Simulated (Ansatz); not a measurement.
Here is an Ansatz 0.2.0 calculation.

Contents of input.yaml:

```yaml
crystal:
  lattice:
    - [-1.443, 1.443, 1.443]
    - [1.443, -1.443, 1.443]
    - [1.443, 1.443, -1.443]
  atoms:
    - { symbol: Fe, position: [0.0, 0.0, 0.0], spin: 3.0 }
kpoints:
  mp_grid: { grid: [13, 13, 13] }
scf:
  occupations: { method: fermi_dirac, width: 0.05 }
hamiltonian:
  xc: blyp
  pseudopotentials: { kind: all_electron, lapw: { basis_error: 0.001 } }
magnetization:
  spin_polarized: true
output:
  forces: true
  stress: true
relax:
  f_tol: 0.02
  max_steps: 60
  cell: {}
```

Potentials or basis: all-electron LAPW, scalar-relativistic.

Command:

```console
$ ansatz run input.yaml --threads 2 --pin off --max-ram 6144MiB --backend cpu --events-out ev --progress --plain --runs-dir out
```

Problem. What does it give for the net moment?

Solution. 2.15 μB per cell.

Problem. Predict the site moments.

Solution. Fe +2.20 μB.

The path:
```
step  energy change (eV)  largest force (eV/Å)  volume (Å³)
   1              0.0000                0.0000        12.02
   2             -0.0016                0.0000        11.89
   3             -0.0020                0.0000        11.79
   4             -0.0020                0.0000        11.80
   5             -0.0020                0.0000        11.80
```
